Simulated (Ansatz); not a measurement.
# MgO: the cost of one run

Method: DFT PBE, scalar-relativistic, plane waves, PAW, in Ansatz 0.2.0.

The COD cell was measured well above room temperature, so it is larger than a cold one.

1 further run of the same task is left out (set aside as unsound or not needed).

## 1. The structure to begin with

It takes space group Fm-3m (No. 225, cubic). The conventional cell has a = 4.254 Å, b = 4.254 Å, c = 4.254 Å, α = 90.00°, β = 90.00°, γ = 90.00°. Mg (site symmetry m-3m) has 6 O at 2.13 Å as nearest neighbours. O (site symmetry m-3m) is surrounded by 6 Mg at 2.13 Å.

As a file:

```
CELL_PARAMETERS angstrom
0.00000 2.12692 2.12692
2.12692 0.00000 2.12692
2.12692 2.12692 0.00000
ATOMIC_POSITIONS crystal
Mg 0.00000 0.00000 0.00000
O 0.50000 0.50000 0.50000
```

It is the result of an earlier relaxation at this level (volume 9.62 Å³/atom; gap on the mesh: 4.46 eV).

## 2. The bulk's band edges

input.yaml

```yaml
crystal:
  lattice:
    - [0.0, 2.1269229054, 2.1269229054]
    - [2.1269229054, 0.0, 2.1269229054]
    - [2.1269229054, 2.1269229054, 0.0]
  atoms:
    - { symbol: Mg, position: [0.0, 0.0, 0.0] }
    - { symbol: O, position: [0.5, 0.5, 0.5] }
basis:
  ecutwfc: 420
kpoints:
  mp_grid: { grid: [10, 10, 10] }
  band_path: { path: [VBM, CBM], npoints: 2 }
hamiltonian:
  xc: pbe
scf:
  occupations: { method: gaussian, width: 0.02 }
output:
  forces: true
  stress: true
  eigenvalues: true
```

The run is started by

```console
ansatz run input.yaml --threads 1 --pin off --max-ram 2560MiB --backend cpu --events-out ev --progress --plain --runs-dir out
```

**Question.** How long does this run take on 1 thread of Arm Neoverse V2, shared host, and how much memory does it need?

About 1.5 s, with a peak of 0.25 GiB.
